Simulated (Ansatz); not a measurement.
Crystal: Fe.

```
CELL_PARAMETERS angstrom
0.00000 1.94174 1.96511
1.49844 0.00000 1.96511
1.49844 1.94174 0.00000
ATOMIC_POSITIONS crystal
Fe 0.00000 0.00000 0.00000
```

* Program: Ansatz 0.2.0
* Task: relaxation of cell and atoms
* Functional: HSEsol
* Potentials or basis: Ansatz PAW
* Cutoff: 420 eV (not typed: the program's choice for these potentials)
* k mesh: 7 × 7 × 7
* Occupations: fermi-dirac, width 0.05 eV
* Spin: collinear spin, ferromagnetic start
* Starting moments: [3.0] μB

At the start: volume 11.44 Å³/atom.

Task: Where does the relaxation end?

Result: It ends after 9 steps and the volume is 11.94 Å³/atom (+4.4 %); space group I4/mmm (No. 139, to 0.05 Å); moment 2.87 μB per cell.

The path:
```csv
step,energy change (eV),largest force (eV/Å),volume (Å³)
1,0.0000,0.0000,11.44
2,-0.0143,0.0000,11.76
3,-0.0165,0.0000,11.93
4,-0.0166,0.0000,11.95
5,-0.0166,0.0000,11.95
6,-0.0166,0.0000,11.94
7,-0.0173,0.0000,11.94
8,-0.0173,0.0000,11.94
9,-0.0173,0.0000,11.94
```

Final structure:
```yaml
crystal:
  lattice:
    - [0.00000, 2.00239, 2.00239]
    - [1.48857, 0.00000, 2.00239]
    - [1.48857, 2.00239, 0.00000]
  atoms:
    - { symbol: Fe, position: [0.00000, 0.00000, 0.00000] }
```

Caveat: the k mesh is coarse (spacing up to 0.44 Å⁻¹), so the values aren't converged, least of all with exact exchange; the magnetic or orbital state may not be the lowest; the plane-wave basis is chosen anew once the cell has moved, so the energies of steps on either side of that aren't comparable; the PAW data sets come from PBE, with cores solved anew for the run's functional, which leaves a small shift of forces and pressure.
